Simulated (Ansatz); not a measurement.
Born–Oppenheimer molecular dynamics of a periodic cell of 16 atoms, Li (start crystal Li, start structure bcc, volume 1 times the crystal's). It goes on from the last frame of an earlier run, with new velocities.

Level of theory: DFT PBE, scalar-relativistic, plane waves, PAW in Ansatz. Settings: cutoff 420 eV, k mesh 3x3x3, fermi-dirac smearing 0.11 eV, no spin polarisation.

```yaml
ensemble: NVT, Langevin thermostat
time_step: 1 fs
steps_asked: 80
set_temperature: 780 K
friction: 0.005 /fs
seed: 288527
```

First frame:

```xyz
16
Lattice="6.9800 0.0000 0.0000 0.0000 6.9800 0.0000 0.0000 0.0000 6.9800" Properties=species:S:1:pos:R:3
Li -0.205 -0.241 -0.250
Li 3.498 -0.459 0.387
Li -0.398 2.879 0.117
Li 0.567 0.021 3.831
Li 1.621 1.355 1.997
Li 3.644 2.988 0.544
Li 3.444 0.057 3.475
Li 5.663 1.265 1.394
Li 0.094 4.138 3.327
Li 2.168 4.979 2.168
Li 2.167 1.326 6.192
Li 3.396 3.452 3.960
Li 5.663 5.314 1.661
Li 4.521 1.477 5.689
Li 1.162 4.859 5.665
Li 5.035 5.019 5.362
```

(1) What does the run give?

(2) What happens to the structure?

(3) How do temperature and energy run in time?

Results:

(1) All steps were run.

```yaml
steps_done: 80
time_covered: 80 fs
mean_temperature_over_the_second_half: 1131 K
spread_of_the_potential_energy_over_the_second_half: 18.0 meV per atom
mean_potential_energy_of_the_second_half_above_the_start: -32.5 meV per atom
```

The mean temperature of the second half is 45 % above the set value. A run of 0.08 ps of so small a system gives no equilibrium averages. Limits of this set-up: coarse k mesh.

(2) Mean squared displacements from the first frame to the last, about the centre of mass: Li 1.05 Å². The details hang on the random start.

(3) 
```csv
time (fs),T (K),potential energy less start (eV)
0.0,731,0.000
4.0,695,0.096
8.0,766,0.104
12.0,815,0.005
16.0,895,-0.191
20.0,1006,-0.414
24.0,1077,-0.642
28.0,1182,-0.809
32.0,1128,-0.891
36.0,1224,-0.913
40.0,1258,-0.899
44.0,1273,-0.875
48.0,1268,-0.843
52.0,1151,-0.775
56.0,1189,-0.678
60.0,1093,-0.547
64.0,1030,-0.389
68.0,1001,-0.279
72.0,1081,-0.201
76.0,1102,-0.145
80.0,1046,-0.056
```

Time of the run: 10 min on 1 thread of Arm Neoverse V2, with other jobs on the host, peak memory 0.57 GiB.
